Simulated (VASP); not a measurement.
# C: single point with PBEsol

Crystal: C.

```
C
1.0
     0.00000    1.99461    1.41019
     1.99461    0.00000    1.41019
     1.99461    1.99461    0.00000
C
2
Cartesian
  1.9946 1.9946 1.4102
  2.9919 2.9919 2.1153
```

This isn't the form of C at room conditions, which is graphite.

```
Program                : VASP 6.6.1
Task                   : single point
Functional             : PBEsol
Potentials or basis    : VASP PAW PBE potentials, release 64 (C)
Cutoff                 : 520 eV
k mesh                 : 12 × 12 × 12
Occupations            : gaussian, width 0.05 eV
Spin                   : no spin polarisation
Dipole correction      : no
Further INCAR settings : ALGO = Fast; EDIFF = 1e-06; NBANDS = 11
```

```yaml
Pressure: 0.6 GPa
Band_gap_on_the_k_mesh: none (metal or under the smearing width)
```

Stress tensor (GPa, compression positive):
```
-60.20   0.00   0.00
  0.00 -60.20   0.00
  0.00   0.00 122.12
```

Levels at points of the mesh, in eV from the Fermi level:
```csv
k point,band 1,band 2,band 3,band 4,band 5,band 6,band 7,band 8
"(0.00, 0.00, 0.00)",-22.21,-1.89,-1.89,2.02,3.51,7.54,7.54,11.61
"(0.50, 0.00, 0.00)",-15.77,-13.79,-5.51,-1.69,3.05,6.13,11.20,15.56
"(0.50, 0.50, 0.00)",-9.70,-9.70,-9.50,-9.50,-0.40,-0.40,16.62,16.62
"(0.50, 0.00, 0.50)",-14.96,-14.96,-4.22,-4.22,7.91,7.91,11.88,11.88
```

Run time: 20 s on 1 thread of Intel(R) Xeon(R) Platinum 8375C CPU @ 2.90GHz (Ice Lake) (shared host), peak memory 0.12 GiB.

Caveat: the PAW data sets were made with another functional, which shifts forces and pressure a little.
